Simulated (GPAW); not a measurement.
# Al (Fm-3m) in GPAW: settings compared, part 2 of 2

GPAW 26.7.0. The steps go on from the part before.

### 4 Band structure, LDA

The input, run.py:

```python
from ase import Atoms
from ase.dft.bandgap import bandgap
from ase.io import write
from ase.units import GPa
from gpaw import GPAW, PW, setup_paths

setup_paths.insert(0, '.')

atoms = Atoms(['Al'],
              cell=[[0.0, 2.024805, 2.024805],
                    [2.024805, 0.0, 2.024805],
                    [2.024805, 2.024805, 0.0]],
              scaled_positions=[[0.0, 0.0, 0.0]],
              pbc=True)

calc = GPAW(mode=PW(600),
            xc='LDA',
            kpts={'size': (11, 11, 11), 'gamma': True},
            occupations={'name': 'fermi-dirac', 'width': 0.05},
            nbands=7,
            convergence={'density': 1e-05, 'energy': 1e-05},
            maxiter=150,
            txt='gpaw.txt')
atoms.calc = calc
energy = atoms.get_potential_energy()
forces = atoms.get_forces()
stress = atoms.get_stress()
calc.write('gs.gpw')
write('result.traj', atoms)
print(f'Energy: {energy:.6f} eV')
print('Forces (eV/A):')
print(forces.round(4))
print('Stress (GPa):', (stress / GPa).round(3))
print('Fermi level:', round(calc.get_fermi_level(), 4), 'eV')
print(f'Gap: {bandgap(calc)[0]:.4f} eV, direct: {bandgap(calc, direct=True)[0]:.4f} eV')

path = atoms.cell.bandpath('GXWKGLUWLK,UX', npoints=100, eps=1e-4)
bs_calc = calc.fixed_density(kpts=path, symmetry='off', nbands=13,
                             convergence={'bands': 'CBM+6.0', 'eigenstates': 1e-6}, txt='bands.txt')
bs = bs_calc.band_structure()
bs.write('bs.json')
print(f'Gap on the path: {bandgap(bs_calc)[0]:.4f} eV')
```

Potentials or basis: PAW data sets generated in the run's folder for this functional, pw.

Run with:

```console
$ gpaw-setup -f LDA Al
$ OMP_NUM_THREADS=1 python run.py
```

gpaw.txt:

```text
__  _  _
 | _ |_)|_||  |
 |__||  | ||/\| - 26.7.0

Input parameters:
  mode=PW(ecut=600.0),
  convergence={'density': 1e-05, 'energy': 1e-05},
  kpts=MonkhorstPack(size=(11, 11, 11), gamma=True),
  maxiter=150,
  nbands=7,
  occupations=Occupations(name='fermi-dirac', width=0.05),
  xc=XC(name='LDA')

Diagonalizing LCAO Hamiltonian
Converting LCAO to pw mode

       Al

Atoms  # Å, Bohr magnetons
|   | symbol |        x |        y |        z |    initial magnetic moments |
|---|--------|----------|----------|----------|-----------------------------|
| 0 |     Al | 0.000000 | 0.000000 | 0.000000 | ( 0.0000,  0.0000,  0.0000) |

Unit cell  # Å
| periodic |        x |        y |        z |  lengths |    angles |
|----------|----------|----------|----------|----------|-----------|
|      yes | 0.000000 | 2.024805 | 2.024805 | 2.863507 | 60.000000 |
|      yes | 2.024805 | 0.000000 | 2.024805 | 2.863507 | 60.000000 |
|      yes | 2.024805 | 2.024805 | 0.000000 | 2.863507 | 60.000000 |

Number of symmetries: 48
Symmetry operations  # r_c * U_cc + t_c -> r_c
|    | kind |            matrix            |
|----|------|------------------------------|
|  0 |  σ   |  1, 0, 0,  1, 0,-1,  1,-1, 0 |
|  1 |  C2  |  1, 0, 0,  1,-1, 0,  1, 0,-1 |
|  2 |  E   |  1, 0, 0,  0, 1, 0,  0, 0, 1 |
|  3 |  σ   |  1, 0, 0,  0, 0, 1,  0, 1, 0 |
|  4 |  C4  |  1, 0,-1,  1, 0, 0,  1,-1, 0 |
|  5 |  S6  |  1, 0,-1,  1,-1, 0,  1, 0, 0 |
|  6 |  σ   |  1, 0,-1,  0, 1,-1,  0, 0,-1 |
|  7 |  C3  |  1, 0,-1,  0, 0,-1,  0, 1,-1 |
|  8 |  S6  |  1,-1, 0,  1, 0, 0,  1, 0,-1 |
|  9 |  C4  |  1,-1, 0,  1, 0,-1,  1, 0, 0 |
| 10 |  C3  |  1,-1, 0,  0,-1, 1,  0,-1, 0 |
| 11 |  σ   |  1,-1, 0,  0,-1, 0,  0,-1, 1 |
| 12 |  σ   |  0, 1, 0,  1, 0, 0,  0, 0, 1 |
| 13 |  C4  |  0, 1, 0,  0, 1,-1, -1, 1, 0 |
| 14 |  C3  |  0, 1, 0,  0, 0, 1,  1, 0, 0 |
| 15 |  S6  |  0, 1, 0, -1, 1, 0,  0, 1,-1 |
| 16 |  C2  |  0, 1,-1,  1, 0,-1,  0, 0,-1 |
| 17 |  σ   |  0, 1,-1,  0, 1, 0, -1, 1, 0 |
| 18 |  S4  |  0, 1,-1,  0, 0,-1,  1, 0,-1 |
| 19 |  C4  |  0, 1,-1, -1, 1, 0,  0, 1, 0 |
| 20 |  C3  |  0, 0, 1,  1, 0, 0,  0, 1, 0 |
| 21 |  σ   |  0, 0, 1,  0, 1, 0,  1, 0, 0 |
| 22 |  S6  |  0, 0, 1,  0,-1, 1, -1, 0, 1 |
| 23 |  C4  |  0, 0, 1, -1, 0, 1,  0,-1, 1 |
| 24 |  S4  |  0, 0,-1,  1, 0,-1,  0, 1,-1 |
| 25 |  C3  |  0, 0,-1,  0, 1,-1,  1, 0,-1 |
| 26 |  C2  |  0, 0,-1,  0,-1, 0, -1, 0, 0 |
| 27 |  S6  |  0, 0,-1, -1, 0, 0,  0,-1, 0 |
| 28 |  S4  |  0,-1, 1,  1,-1, 0,  0,-1, 0 |
| 29 |  C4  |  0,-1, 1,  0, 0, 1, -1, 0, 1 |
| 30 |  C2  |  0,-1, 1,  0,-1, 0,  1,-1, 0 |
| 31 |  σ   |  0,-1, 1, -1, 0, 1,  0, 0, 1 |
| 32 |  C3  |  0,-1, 0,  1,-1, 0,  0,-1, 1 |
| 33 |  S6  |  0,-1, 0,  0, 0,-1, -1, 0, 0 |
| 34 |  S4  |  0,-1, 0,  0,-1, 1,  1,-1, 0 |
| 35 |  C2  |  0,-1, 0, -1, 0, 0,  0, 0,-1 |
[... 69 lines left out ...]
      lmax: 2
    cutoffs:
      filter: 1.91  # [Å]
      core: 2.36  # [Å]
    projectors
    | kind |    occ | energy [eV] | rcut [Å] |
    |------|--------|-------------|----------|
    |   3s |  2.000 |      -7.829 |    1.085 |
    |   3p |  1.000 |      -2.783 |    1.085 |
    |    s |        |      19.382 |    1.085 |
    |    p |        |      24.428 |    1.085 |
    |    d |        |       0.000 |    1.085 |

    Using partial waves for Al as LCAO basis

Reference energy: -6578.421314  # eV

eigensolver:
  PPCG
  Converge bands: occupied
  niter=2

density mixing:
  MSR1-Mixer
  Pratt-step length: 0.05
  Maximum mixing coefficient: 0.75
  Old densities: 10
  SVD Regularization: 0.005
  Good broyden scale: 1.0
  Trust region scale: 1.0
  Backstep threshold: 4.0
  History deletion threshold: 6.0
  Fourier metric: weight=20.0, sigma=0.015

occupation numbers:
  Fermi-Dirac:
    width: 0.0500  # eV

poisson solver:
  ecut: 4800.0  # eV

xc functional:
  name: None

convergence criteria:
- Maximum integral of absolute [dens]ity change: 1e-05 electrons / valence electron
- Maximum [total energy] change in last 3 cyles: 1e-05 eV / valence electron
- Maximum integral of absolute [eigenst]ate change: 4e-08 eV^2 / valence electron
maximum number of iterations: 150

SCF iterations
|iter     | |      energy | eigst |  dens |
|---------|-|-------------|-------|-------|
|iter:   1| |   -4.183940 | -0.22 |       |
|iter:   2| |   -4.183560 | -3.48 | -0.99 |
|iter:   3| |   -4.178632 | -3.53 | -1.01 |
|iter:   4| |   -4.178449 | -4.26 | -1.57 |
|iter:   5| |   -4.178450 | -6.20 | -2.98 |
|iter:   6| |   -4.178450c| -6.82 | -3.42 |
|iter:   7| |   -4.178450c| -8.76c| -4.65 |
|iter:   8| |   -4.178450c| -9.61c| -5.13c|

Converged in 8 steps
Energy contributions relative to reference atoms: (reference = -6578.421314)

Energy contributions:
  Kinetic:           3.900491
  Coulomb:          -2.040358
  Zero:             -0.004907
  External:          0.000000
  Xc:               -6.031662
  Entropy:          -0.004029
  Spinorbit:         0.000000
  ----------------------------
  Free energy:      -4.180465
  Extrapolated:     -4.178450

dipole moment: (-6.991875, -6.991875, -6.991875)  # |e|*Ang

Fermi level: 6.915
Eigenvalues  # (at kpt = [0.000, 0.000, 0.000])
| band index |      eig [eV] | occ [0-2] |
|------------|---------------|-----------|
|          0 |        -4.165 |     2.000 |
|          1 |        19.454 |     0.000 |
|          2 |        19.454 |     0.000 |
|          3 |        19.454 |     0.000 |
|          4 |        20.724 |     0.000 |
|          5 |        20.724 |     0.000 |
|          6 |        20.724 |     0.000 |

No gap
No difference between direct/indirect transitions

Forces  # eV/Ang
|       x |       y |        z |
|---------|---------|----------|
| 0.00000 | 0.00000 | -0.00000 |  # Al   0

Stress tensor  # eV/Ang^3
|         x |         y |         z |
|-----------|-----------|-----------|
|  0.021975 | -0.000000 | -0.000000 |
| -0.000000 |  0.021975 |  0.000000 |
| -0.000000 |  0.000000 |  0.021975 |

# Writing to gs.gpw (mode='')
```

stdout:

```text
Energy: -4.178450 eV
Forces (eV/A):
[[ 0.  0. -0.]]
Stress (GPa): [ 3.521  3.521  3.521  0.    -0.    -0.   ]
Fermi level: 6.9147 eV
Gap: 0.0000 eV, direct: 0.0000 eV
Gap on the path: 0.0000 eV
```

Wall time 5.9 s (1 thread of AMD EPYC 9R45 (Zen 5), shared host); peak memory 0.16 GiB.

What came out:

```
Free energy             : -4.1805 eV
Pressure                : -3.5 GPa
Band gap along the path : none (metal or under the smearing width)
```

Levels at the corners of the path, in eV from the Fermi level:
```
point  band 1  band 2  band 3  band 4  band 5
    Γ  -11.08   12.54   12.54   12.54   13.81
    X   -2.90   -1.63    5.28    5.51    5.51
    W   -0.83   -0.83    0.21    0.94   15.74
    K   -1.87   -1.34   -0.47    6.46    8.13
    Γ  -11.08   12.54   12.54   12.54   13.81
    L   -4.54   -4.41   11.17   11.17   11.41
    U   -1.87   -1.34   -0.47    6.46    8.13
    W   -0.83   -0.83    0.21    0.94   15.74
    L   -4.54   -4.41   11.17   11.17   11.41
    K   -1.87   -1.34   -0.47    6.46    8.13
    U   -1.87   -1.34   -0.47    6.46    8.13
    X   -2.90   -1.63    5.28    5.51    5.51
```

### 5 How close it comes

Step 3. Measured bulk modulus of Al: 76.9 GPa (quoted in “The interpretation of polycrystalline coherent inelastic neutron scattering from aluminium”, 2013, pmc:3831299). This calculation gives 76 GPa (-1.4 %). The fit is for a static lattice scaled at fixed shape and fixed fractional positions. The cell as given is a measured one (16.60 Å³/atom); PW91 puts the equilibrium volume +0.2 % from it, thermal expansion not counted.
